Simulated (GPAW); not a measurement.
# Bi2Se3 (Paraguanajuatite) (R-3m) in GPAW: further runs

Aim: see how the results for Bi2Se3 (Paraguanajuatite) move with the level of theory and the settings. Levels: GLLB-SC, PBE, LDA. Tasks: dielectric tensor, equation of state.

All numbers are computed with GPAW 26.7.0; they aren't measurements. Logs are shortened: lines on timing, memory, paths and dates and some standing lists are left out, and cuts for length are marked. The log counts tension as positive stress, the text compression.

### 1 Starting point

Symmetry: R-3m, No. 166, trigonal system. The conventional cell has a = 4.143 Å, b = 4.143 Å, c = 28.636 Å, α = 90.00°, β = 90.00°, γ = 120.00°. Around Bi (site symmetry 3m) lie 6 Se at 2.85 to 3.07 Å. Se (site symmetry 3m) is surrounded by 3 Bi at 2.85 Å. Se (site symmetry -3m) is surrounded by 6 Bi at 3.07 Å.

### 2 Dielectric tensor, GLLB-SC

File run.py:

```python
import numpy as np
from ase.dft.bandgap import bandgap
from ase.io import read, write
from gpaw import GPAW, PW
from gpaw.response.df import DielectricFunction

atoms = read('Bi2Se3.xyz')

calc = GPAW(mode=PW(500),
            xc='GLLBSC',
            kpts={'size': (4, 4, 4), 'gamma': True},
            occupations={'name': 'fermi-dirac', 'width': 0.001},
            nbands=39,
            convergence={'density': 1e-06},
            maxiter=150,
            txt='gpaw.txt')
atoms.calc = calc
energy = atoms.get_potential_energy()
calc.write('gs.gpw')
write('result.traj', atoms)
print('Fermi level:', round(calc.get_fermi_level(), 4), 'eV')
print(f'Gap: {bandgap(calc)[0]:.4f} eV, direct: {bandgap(calc, direct=True)[0]:.4f} eV')

for size in [(4, 4, 4)]:
    name = 'x'.join(str(n) for n in size)
    dense = calc.fixed_density(kpts={'size': size, 'gamma': True},
                               nbands=70, convergence={'bands': 64, 'eigenstates': 1e-7},
                               update_fermi_level=True, txt=f'dense-{name}.txt')
    dense.write(f'{name}.gpw', mode='all')
    df = DielectricFunction(f'{name}.gpw', frequencies=np.array([0.0]), hilbert=False, eta=0.001,
                            ecut=80, nbands=64, intraband=False, txt=f'df-{name}.txt')
    for xc in ['RPA']:
        for direction in ['x', 'y', 'z', [0, 1, 1], [1, 0, 1], [1, 1, 0]]:
            e0, e = df.get_macroscopic_dielectric_constant(xc=xc, direction=direction)
            print(f'{name} {xc} {direction}: {e0:.4f} without, {e:.4f} with local fields')
```

File Bi2Se3.xyz:

```xyz
5
Lattice="2.0715000000 1.1959810826 9.5453333333 -2.0715000000 1.1959810826 9.5453333333 0.0000000000 -2.3919621653 9.5453333333" Properties=species:S:1:pos:R:3 pbc="T T T"
Bi     0.0000000000     -0.0000000001     17.1586911999
Bi     0.0000000000      0.0000000000     11.4773088000
Se     0.0000000000     -0.0000000001     22.5737587999
Se     0.0000000000      0.0000000000      6.0622412000
Se     0.0000000000      0.0000000000      0.0000000000
```

Potentials or basis: the program's PAW data sets (release 1.2.1) made for this functional, pw.

Launch:

```sh
> OMP_NUM_THREADS=1 python run.py
```

gpaw.txt:

```text
___ ___ ___ _ _ _
 |   |   |_  | | | |
 | | | | | . | | | |
 |__ |  _|___|_____|  26.7.0
 |___|_|

Input parameters:
  convergence: {density: 1e-06}
  kpts: {gamma: True,
         size: (4, 4, 4)}
  maxiter: 150
  mode: {ecut: 500.0,
         name: pw}
  nbands: 39
  occupations: {name: fermi-dirac,
                width: 0.001}
  xc: GLLBSC

System changes: positions, numbers, cell, pbc, initial_charges, initial_magmoms

Initialize ...

species:
  Bi:
    name:    Bismuth
    Z:       83.0
    valence: 15
    core:    68
    charge:  0.0  # [|e|]
    compensation charges:
      type: gauss
      rc: 0.38  # [Å]
      lmax: 2
    cutoffs:
      filter: 2.23  # [Å]
      core: 2.33  # [Å]
    projectors
    | kind |    occ | energy [eV] | rcut [Å] |
    |------|--------|-------------|----------|
    |   6s |  2.000 |     -15.926 |    1.286 |
    |   6p |  3.000 |      -6.531 |    1.275 |
    |   5d | 10.000 |     -28.645 |    1.349 |
    |    s |        |      11.285 |    1.286 |
    |    p |        |      20.681 |    1.275 |
    |    d |        |      -1.433 |    1.349 |

    Using partial waves for Bi as LCAO basis

  Se:
    name:    Selenium
    Z:       34.0
    valence: 6
    core:    28
    charge:  0.0  # [|e|]
    compensation charges:
      type: gauss
      rc: 0.27  # [Å]
      lmax: 2
    cutoffs:
      filter: 1.77  # [Å]
      core: 2.61  # [Å]
    projectors
    | kind |    occ | energy [eV] | rcut [Å] |
    |------|--------|-------------|----------|
    |   4s |  2.000 |     -19.929 |    0.847 |
    |   4p |  4.000 |      -9.440 |    1.005 |
    |    s |        |       7.282 |    0.847 |
    |    p |        |      17.771 |    1.005 |
    |    d |        |       0.000 |    0.847 |

    Using partial waves for Se as LCAO basis

Reference energy: -1367569.776051  # eV

Spin-paired calculation

Convergence criteria:
 Maximum [total energy] change in last 3 cyles: 0.0005 eV / valence electron
 Maximum integral of absolute [dens]ity change: 1e-06 electrons / valence electron
 Maximum integral of absolute [eigenst]ate change: 4e-08 eV^2 / valence electron
 Maximum number of scf [iter]ations: 150
 (Square brackets indicate name in SCF output, whereas a 'c' in
 the SCF output indicates the quantity has converged.)

Symmetries present (total): 12

  ( 1  0  0)  ( 1  0  0)  ( 0  1  0)  ( 0  1  0)  ( 0  0  1)  ( 0  0  1)
  ( 0  1  0)  ( 0  0  1)  ( 1  0  0)  ( 0  0  1)  ( 1  0  0)  ( 0  1  0)
  ( 0  0  1)  ( 0  1  0)  ( 0  0  1)  ( 1  0  0)  ( 0  1  0)  ( 1  0  0)

  ( 0  0 -1)  ( 0  0 -1)  ( 0 -1  0)  ( 0 -1  0)  (-1  0  0)  (-1  0  0)
  ( 0 -1  0)  (-1  0  0)  ( 0  0 -1)  (-1  0  0)  ( 0  0 -1)  ( 0 -1  0)
  (-1  0  0)  ( 0 -1  0)  (-1  0  0)  ( 0  0 -1)  ( 0 -1  0)  ( 0  0 -1)

64 k-points: 4 x 4 x 4 Monkhorst-Pack grid + [1/8,1/8,1/8]
13 k-points in the irreducible part of the Brillouin zone
       k-points in crystal coordinates                weights
   0:     0.00000000    0.00000000    0.00000000          1/64
   1:     0.25000000    0.00000000   -0.25000000          6/64
   2:     0.25000000    0.00000000    0.00000000          6/64
   3:     0.25000000    0.25000000   -0.25000000          6/64
   4:     0.25000000    0.25000000    0.00000000          6/64
   5:     0.25000000    0.25000000    0.25000000          2/64
   6:     0.50000000    0.00000000    0.00000000          3/64
   7:     0.50000000    0.25000000   -0.25000000          6/64
   8:     0.50000000    0.25000000    0.00000000         12/64
   9:     0.50000000    0.25000000    0.25000000          6/64
          ...
  12:     0.50000000    0.50000000    0.50000000          1/64

Wave functions: Plane wave expansion
  Cutoff energy: 500.000 eV
  Number of coefficients (min, max): 3586, 3626
  Pulay-stress correction: 0.000000 eV/Ang^3 (de/decut=0.000000)
  Using FFTW library
  ScaLapack parameters: grid=1x1, blocksize=None
  Wavefunction extrapolation:
    Improved wavefunction reuse through dual PAW basis

Occupation numbers: Fermi-Dirac:
  width: 0.0010  # eV

Eigensolver
   Davidson(niter=2)

Densities:
  Coarse grid: 54*54*54 grid
  Fine grid: 108*108*108 grid
  Total Charge: 0.000000

Density mixing:
  Method: separate
  Backend: msr1
  Linear mixing parameter: 0.05
  old densities: 10
  Width of damping distribution: 1.1
  Damping of long wavelength oscillations: 20

Hamiltonian:
  XC and Coulomb potentials evaluated on a 108*108*108 grid
  Using the GLLBSC Exchange-Correlation functional
  External potential:
    NoExternalPotential

XC parameters: GLLBSC functional being used consists of
  -----------------------------------------------------------------------
  | Weight | Module     | Description                                   |
  -----------------------------------------------------------------------
  |  1.000 | SCREENING  | GGA_X_PBE_SOL with 2 nearest neighbor stencil |
  |  1.000 | RESPONSE   | eps=0.0500 eV                                 |
  |  1.000 | XC         | GGA_C_PBE_SOL with 2 nearest neighbor stencil |
  -----------------------------------------------------------------------

Number of atoms: 5
Number of atomic orbitals: 30
Number of bands in calculation: 39
Number of valence electrons: 48
Bands to converge: occupied

... initialized

Initializing position-dependent things.

Density initialized from atomic densities
Creating initial wave functions:
  30 bands from LCAO basis set
  9 bands from random numbers

       Se

       Bi

       Bi

       Se

       Se

Atomic positions and initial magnetic moments

Positions:
   0 Bi     0.000000   -0.000000   17.158691    ( 0.0000,  0.0000,  0.0000)
   1 Bi     0.000000    0.000000   11.477309    ( 0.0000,  0.0000,  0.0000)
   2 Se     0.000000   -0.000000   22.573759    ( 0.0000,  0.0000,  0.0000)
   3 Se     0.000000    0.000000    6.062241    ( 0.0000,  0.0000,  0.0000)
   4 Se     0.000000    0.000000    0.000000    ( 0.0000,  0.0000,  0.0000)

Unit cell:
           periodic     x           y           z      points  spacing
  1. axis:    yes    2.071500    1.195981    9.545333    54     0.0659
  2. axis:    yes   -2.071500    1.195981    9.545333    54     0.0659
  3. axis:    yes    0.000000   -2.391962    9.545333    54     0.0659

  Lengths:   9.840471   9.840471   9.840471
  Angles:   24.304273  24.304273  24.304273

Effective grid spacing dv^(1/3) = 0.0966

iter:   1   -25.845650
iter:   2   -26.403229   -1.30  -1.11
iter:   3   -24.503565   -1.11  -1.07
iter:   4   -23.663644   -2.19  -1.01
iter:   5   -23.434457   -2.76  -1.27
iter:   6   -23.514100   -2.18  -1.41
iter:   7   -23.280252   -3.45  -2.06
iter:   8   -23.291388   -4.39  -2.02
iter:   9   -23.290159c  -4.58  -2.09
iter:  10   -23.342240   -4.00  -2.23
iter:  11   -23.332615   -5.39  -2.97
iter:  12   -23.338473c  -5.45  -3.07
iter:  13   -23.341783c  -6.28  -3.62
iter:  14   -23.341109c  -7.32  -4.23
iter:  15   -23.339306c  -7.11  -4.38
iter:  16   -23.340590c  -7.79c -4.30
iter:  17   -23.340454c  -8.75c -4.99
iter:  18   -23.340406c  -9.59c -5.03
iter:  19   -23.340379c -10.45c -5.79
iter:  20   -23.340395c -11.48c -5.94
iter:  21   -23.340391c -12.57c -6.58c

Converged after 21 iterations.

Dipole moment: (0.000000, -0.000000, -0.000000) |e|*Ang

Energy contributions relative to reference atoms: (reference = -1367569.776051)

Kinetic:       +199.608708
Potential:     -188.424160
External:        +0.000000
XC:             -32.621717
Entropy (-ST):   -0.000000
Local:           -1.903222
SIC:             +0.000000
--------------------------
Free energy:    -23.340391
Extrapolated:   -23.340391

GLLBSC response reference energy: 5.18355 eV (from HOMO)

Showing only first 2 kpts
 Kpt  Band  Eigenvalues  Occupancy
  0    22      3.88001    2.00000
  0    23      5.18355    2.00000
  0    24      5.70482    0.00000
  0    25      6.81653    0.00000

  1    22      3.76578    2.00000
  1    23      4.50798    2.00000
  1    24      7.17554    0.00000
  1    25      7.76491    0.00000

Fermi level: 5.63763

Gap: 0.521 eV
Transition (v -> c):
  (s=0, k=0, n=23, [0.00, 0.00, 0.00]) -> (s=0, k=0, n=24, [0.00, 0.00, 0.00])
No difference between direct/indirect transitions
Writing to gs.gpw (mode='')
```

stdout:

```text
<dir> UserWarning: The angles between your unit-cell vectors are 24.3, 24.3 and 24.3 degrees.  Results may be wrong!  Please Niggli-reduce your unit-cell so that the angles are closer to 90 degrees:

  from ase.build import niggli_reduce
  niggli_reduce(atoms)

  warnings.warn(
Fermi level: 5.6376 eV
Gap: 0.5213 eV, direct: 0.5213 eV
4x4x4 RPA x: 18.2908 without, 16.4135 with local fields
4x4x4 RPA y: 18.2908 without, 16.4135 with local fields
4x4x4 RPA z: 21.6875 without, 16.1179 with local fields
4x4x4 RPA [0, 1, 1]: 19.9892 without, 16.2657 with local fields
4x4x4 RPA [1, 0, 1]: 19.9892 without, 16.2657 with local fields
4x4x4 RPA [1, 1, 0]: 18.2908 without, 16.4135 with local fields
```

It took 15 min on 1 thread of Arm Neoverse V1, shared host; peak memory 1 GiB.

Results:

```
Band gap on the k mesh, Kohn-Sham part alone : 0.52 eV, direct
Electronic dielectric tensor (diagonal)      : 16.41, 16.41, 16.12
```

Electronic dielectric tensor:
```
16.41  0.00  0.00
 0.00 16.41  0.00
 0.00  0.00 16.12
```

Caveat: the k mesh is coarse (spacing up to 0.44 Å⁻¹), so the values aren't converged; the gap is small at this level, which inflates the dielectric constant; a model potential gives levels but no total energy; the long-wavelength limit can be off by a per cent or two; response on these states lacks terms of the Hamiltonian; spin-orbit coupling is left out, which as a rule narrows the gap of such compounds by several tenths of an eV; the program warned that so skewed a cell can give wrong results. A k mesh can miss the band edges.

(Part 1 of 2 ends here.)
